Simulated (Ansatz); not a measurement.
Space group Fd-3m:1 (No. 227). a = 5.761 Å, b = 5.761 Å, c = 5.761 Å, α = 90.00°, β = 90.00°, γ = 90.00°
| atom | site | symmetry | x | y | z |
| --- | --- | --- | --- | --- | --- |
| Ge | 8b | -43m | 0.0000 | 0.0000 | 0.5000 |

Equation of state of this Ge structure (not necessarily the ground state), with shape and atoms relaxed at each volume where symmetry leaves them free. Theory: Ansatz 0.2.0, DFT PBE, scalar-relativistic, plane waves, PAW.

Settings: cutoff 420 eV, Γ-centred mesh 14×14×14 on the computed 2-atom cell, Gaussian smearing of 0.10 eV; no spin polarisation.

```json
{"V (Å³/atom)": "21.033", "E − E(largest V) (meV/atom)": "44.77", "P (GPa)": "10.27", "gap on mesh (eV)": "0.41"}
{"V (Å³/atom)": "21.750", "E − E(largest V) (meV/atom)": "6.39", "P (GPa)": "6.98", "gap on mesh (eV)": "0.31"}
{"V (Å³/atom)": "22.467", "E − E(largest V) (meV/atom)": "-18.51", "P (GPa)": "4.24", "gap on mesh (eV)": "0.10"}
{"V (Å³/atom)": "23.184", "E − E(largest V) (meV/atom)": "-32.16", "P (GPa)": "1.94", "gap on mesh (eV)": "0.00"}
{"V (Å³/atom)": "23.901", "E − E(largest V) (meV/atom)": "-36.33", "P (GPa)": "0.01", "gap on mesh (eV)": "0.00"}
{"V (Å³/atom)": "24.618", "E − E(largest V) (meV/atom)": "-32.58", "P (GPa)": "-1.61", "gap on mesh (eV)": "0.00"}
{"V (Å³/atom)": "25.335", "E − E(largest V) (meV/atom)": "-22.24", "P (GPa)": "-2.96", "gap on mesh (eV)": "0.00"}
{"V (Å³/atom)": "26.291", "E − E(largest V) (meV/atom)": "0.00", "P (GPa)": "-4.43", "gap on mesh (eV)": "0.00"}
```

Q: Fit a third-order Birch–Murnaghan equation to E(V).

A: V0 = 23.90 Å³/atom, B0 = 59 GPa, B0' = 4.9.